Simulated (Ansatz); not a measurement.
Runs of Ansatz 0.2.0 on Ta. The structure is cubic, space group Im-3m (No. 229). Conventional cell: a = 3.303 Å, b = 3.303 Å, c = 3.303 Å, α = 90.00°, β = 90.00°, γ = 90.00°. Ta (site symmetry m-3m) is surrounded by 8 Ta at 2.86 Å. 

```tsv
task	level	potentials or basis	cell	k mesh	cutoff (eV)	mesh quality	gap on the mesh (eV)	V0 of scaled cells (Å³/atom)	B0 (GPa)
equation of state	PBE	Ansatz PAW soft_1	as given	11 × 11 × 11	420	not flagged	-	18.25	(a)
single point	B3LYP	Ansatz PAW	as given	6 × 6 × 6	420	coarse	none	-	-
equation of state	PBE0	Ansatz PAW	as given	6 × 6 × 6	420	coarse	-	18.39	223
single point	r2SCAN0	Ansatz PAW	as given	6 × 6 × 6	500	coarse	none	-	-
relaxation of cell and atoms	B3LYP	Ansatz PAW	relaxed	6 × 6 × 6	420	coarse	none	-	-
```

Alike in all rows: no spin polarisation; smearing fermi-dirac 0.05 eV.

Fill in the values left out.

(a) 195.

Caveats: some runs use coarse meshes; the PAW data sets come from PBE, with cores solved anew for the run's functional, which leaves a small shift of forces and pressure (some runs); the potentials were made for another functional, which shifts forces and pressure (some runs); the plane-wave basis is chosen anew once the cell has moved, so the energies of steps on either side of that aren't comparable (some runs).

A k mesh can miss the band edges, and the runs leave out spin-orbit coupling on Ta.

A gap of «none» marks a metal or a gap under the smearing width.

Not every run made on this cell is shown here.
